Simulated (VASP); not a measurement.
## From VASP inputs to Ansatz: Ge (strained diamond)

INCAR

```
ENCUT = 520
LASPH = .TRUE.
METAGGA = R2SCAN
IBRION = -1
NBANDS = 21
ISIF = 2
EDIFF = 1E-7
NSW = 0
ALGO = Normal
LREAL = .FALSE.
PREC = Accurate
SIGMA = 0.02
NELM = 120
LWAVE = .FALSE.
LCHARG = .TRUE.
LELF = .TRUE.
ISMEAR = -1
```

KPOINTS

```
KPOINTS created by Atomic Simulation Environment
0
Gamma
8 8 8
0 0 0
```

KPOINTS_OPT

```
special points
7
Reciprocal
0.0000000000 0.0000000000 0.0000000000 1
0.5000000000 0.0000000000 0.5000000000 1
0.6250000000 0.2500000000 0.6250000000 1
0.3750000000 0.3750000000 0.7500000000 1
0.5000000000 0.5000000000 0.5000000000 1
0.5000000000 0.2500000000 0.7500000000 1
0.0000000000 0.0000000000 0.5000000000 1
```

POSCAR

```
Ge
 1.0000000000000000
     0.0000000000000000    2.8936109822999998    2.8936109822999998
     2.8936109822999998    0.0000000000000000    2.8936109822999998
     2.8936109822999998    2.8936109822999998    0.0000000000000000
 Ge
   2
Cartesian
  0.0000000000000000  0.0000000000000000  0.0000000000000000
  1.4468054911499999  1.4468054911499999  1.4468054911499999
```

VASP ran with the recommended PBE PAW datasets (28 valence electrons in the cell).

Q: Write an Ansatz input for this cell and level of theory.

A: 

```yaml
crystal:
  lattice:
    - [0.0, 2.8936109823, 2.8936109823]
    - [2.8936109823, 0.0, 2.8936109823]
    - [2.8936109823, 2.8936109823, 0.0]
  atoms:
    - { symbol: Ge, position: [0.0, 0.0, 0.0] }
    - { symbol: Ge, position: [0.25, 0.25, 0.25] }
kpoints:
  mp_grid: { grid: [8, 8, 8] }
  band_path:
    path:
      - [0.0, 0.0, 0.0]
      - [0.5, 0.0, 0.5]
      - [0.625, 0.25, 0.625]
      - [0.375, 0.375, 0.75]
      - [0.5, 0.5, 0.5]
      - [0.5, 0.25, 0.75]
      - [0.0, 0.0, 0.5]
    npoints: 1
hamiltonian:
  xc: r2scan
scf:
  occupations: { method: fermi_dirac, width: 0.02 }
  n_extra_bands: 4
output:
  forces: true
  stress: true
  eigenvalues: true
```

Other inputs would serve too.

|  | VASP | Ansatz |
| --- | --- | --- |
| gap between bands v and c | 0.00 eV | 0.00 eV |
| least direct gap | 0.00 eV | 0.00 eV |
| pressure | -3.6 GPa | -3.6 GPa |

The two codes use different PAW datasets and cutoffs. VASP's cell holds 28 valence electrons and Ansatz's 28. Ansatz's stress includes a Pulay correction; VASP's doesn't.
